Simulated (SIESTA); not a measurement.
# Rh under changes of volume

One of the cells (13.945 Å³/atom); the others are scaled copies at fixed shape and fractional positions:

```
CELL_PARAMETERS angstrom
0.00000 1.91042 1.91042
1.91042 0.00000 1.91042
1.91042 1.91042 0.00000
ATOMIC_POSITIONS crystal
Rh 0.00000 0.00000 0.00000
```

```yaml
Program: SIESTA 5.4.2
Functional: PBE
Potentials_or_basis: PseudoDojo 0.4 standard (PBE files)
Basis: DZP (energy shift 0.002 Ry)
Grid_cutoff: 800 Ry
Energy_shift: 0.002 Ry
k_mesh: 12 × 12 × 12
Occupations: fermi-dirac, width 0.05 eV
Spin: no spin polarisation
```

```tsv
volume (Å³/atom)	energy over the lowest point (meV/atom)	pressure (GPa)
12.851	?	?
13.125	69.79	22.9
13.398	37.02	16.0
13.945	3.11	4.6
14.218	0.00	-0.5
14.492	4.86	-4.8
```

Question: What does the run at 12.851 Å³/atom give?

Answer: Energy over the lowest point 115.65 meV/atom; pressure 31.1 GPa.

Worked out: A Birch-Murnaghan fit of order 3 (a polynomial in V^(-2/3)) to the other rows has its minimum at 14.18 Å³/atom with B0 = V·E''(V) = 246 GPa and B' = 4.4. It gives 114.91 meV/atom at 12.851 Å³/atom, against the run's 115.65, and -dE/dV = 30.2 GPa, against 31.1.

Energies are extrapolated to zero smearing.

Caveats: semicore shells carry a single zeta, which can move pressures by several GPa and volumes by a few percent; the basis of atomic orbitals isn't converged, which shifts pressures, moduli and gaps.
